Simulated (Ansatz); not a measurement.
## C: random displacements

All numbers below come from DFT LDA, scalar-relativistic, plane waves, PAW (Ansatz 0.2.0). Settings: plane waves to 420 eV, k-mesh 6×6×6 (Γ-centred), Gaussian smearing 0.05 eV. No spin polarisation. Energies are free energies at this smearing, counted from the undisturbed cell; pressure is positive in compression.

Zero of the scan (as given, not relaxed at this level):

```yaml
crystal:
  lattice:
    - [3.56680, 0.00000, 0.00000]
    - [0.00000, -3.56680, 0.00000]
    - [0.00000, 0.00000, -3.56680]
  atoms:
    - { symbol: C, position: [0.50000, 0.00000, 0.00000] }
    - { symbol: C, position: [0.00000, 0.50000, 0.00000] }
    - { symbol: C, position: [0.00000, 0.00000, 0.50000] }
    - { symbol: C, position: [0.50000, 0.50000, 0.50000] }
    - { symbol: C, position: [0.75000, 0.75000, 0.75000] }
    - { symbol: C, position: [0.25000, 0.25000, 0.75000] }
    - { symbol: C, position: [0.25000, 0.75000, 0.25000] }
    - { symbol: C, position: [0.75000, 0.25000, 0.25000] }
```

The atoms are displaced (Å, in the unstrained cell):

```
atom ux uy uz
  C1  -0.143  -0.068  -0.054
  C2  -0.053  -0.069  -0.047
  C3   0.051   0.077   0.155
  C4  -0.062  -0.073  -0.001
  C5  -0.010   0.141  -0.159
  C6   0.205  -0.042   0.102
  C7   0.068   0.050   0.008
  C8  -0.057  -0.016  -0.003
```

Strain (Voigt, engineering shear): (0.0097, 0.0082, 0.0001, -0.0158, 0.0125, 0.0280).

Q: What are the energy change, the stress and the forces?

A: ΔE = 606.8 meV/atom; stress (xx, yy, zz, yz, xz, xy; compression positive) (-4.63, 1.26, 8.31, 2.20, -0.83, -12.03) GPa; gap on the mesh 0.62 eV.
```tsv
atom	Fx (eV/Å)	Fy	Fz
C1	6.69	1.09	2.33
C2	2.67	5.33	-0.43
C3	-1.47	-3.27	-6.15
C4	6.69	2.24	-1.18
C5	-1.48	-7.57	6.68
C6	-9.97	4.40	-2.40
C7	-5.52	-3.37	1.09
C8	2.40	1.15	0.07
```

Cost: 1 run of about 0.18 core-minutes, on Arm Neoverse V2 (shared hosts).